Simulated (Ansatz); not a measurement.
HgSe: phonons with PBEsol

HgSe:

```xyz
2
Lattice="0.0000 3.0390 3.0390 3.0390 0.0000 3.0390 3.0390 3.0390 0.0000" Properties=species:S:1:pos:R:3 pbc="T T T"
Hg    0.0000    0.0000    0.0000
Se    4.5585    4.5585    4.5585
```

```yaml
Program: Ansatz 0.2.0
Task: phonons
Functional: PBEsol
Potentials_or_basis: Ansatz PAW
Cutoff: "420 eV (not typed: the program's choice for these potentials)"
k_mesh: 6 × 6 × 6
Occupations: fermi-dirac, width 0.05 eV
Spin: no spin polarisation
q_mesh: 2 × 2 × 2
Path: "[[\"G\", \"X\", \"W\", \"K\", \"G\", \"L\", \"U\", \"W\", \"L\", \"K\"], [\"U\", \"X\"]]"
Points_for_each_segment_of_the_path: 8
```

| Item | Value |
| --- | --- |
| Band gap on the k mesh | none (metal or under the smearing width) |
| Highest phonon frequency | 184 cm⁻¹ |

Levels at points of the mesh, in eV from the Fermi level:
```csv
k point,band 14,band 15,band 16,band 17,band 18,band 19,band 20,band 21,band 22
"(0.00, 0.00, 0.00)",-6.47,-6.47,-1.07,-0.04,-0.04,-0.04,5.39,5.39,5.39
"(0.00, 0.00, -0.50)",-6.42,-6.15,-5.62,-1.02,-1.02,1.00,6.15,6.15,6.83
"(0.00, -0.50, -0.50)",-6.35,-6.10,-5.17,-2.37,-2.37,2.69,2.83,8.27,9.75
```

Phonon frequencies in cm⁻¹ (negative: imaginary):
| q point | frequencies |
| --- | --- |
| (0.000, 0.000, 0.000) | 0 0 0 133 133 133 |
| (0.000, 0.000, -0.500) | 18 18 88 155 155 184 |
| (0.000, -0.500, -0.500) | 10 10 100 173 175 175 |

Run time: 110 s on 2 threads of Intel(R) Xeon(R) Processor @ 2.50GHz (Skylake/Cascade Lake) (shared host), peak memory 0.57 GiB.

Caveat: the q mesh is small, so phonon branches between its points and thermal values are rough. Spin-orbit coupling is left out, which matters for the levels of Hg.
